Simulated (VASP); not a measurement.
WS2, 3 atoms in the cell. The cell holds a slab with vacuum, 3 atoms: a = 3.184 Å, b = 3.184 Å, c = 16.951 Å, α = 90.00°, β = 90.00°, γ = 120.00°. 

- Program: VASP 6.6.1
- Task: single point
- Functional: PBEsol
- Potentials or basis: VASP PAW PBE potentials, release 64 (W_sv, S)
- Cutoff: 520 eV
- k mesh: 10 × 10 × 2
- Occupations: fermi-dirac, width 0.05 eV
- Spin: no spin polarisation
- Ladder: free
- Further INCAR settings: ALGO = Normal; EDIFF = 1e-07; NBANDS = 20

Potentials or basis: VASP PAW PBE potentials, release 64 (W_sv, S).

Command:

```sh
$ cat potpaw_PBE.64/W_sv/POTCAR potpaw_PBE.64/S/POTCAR > POTCAR
$ mpirun -np 1 vasp_std > vasp.out
```

Hardware: 1 thread of Intel(R) Xeon(R) 6975P-C (Granite Rapids), with other jobs on the host.

Task: Estimate the wall time of this run.

Result: Wall time 47 s on 1 thread of Intel(R) Xeon(R) 6975P-C (Granite Rapids), with other jobs on the host, peak memory 0.28 GiB. Counts: scf iterations 23, k points 28.
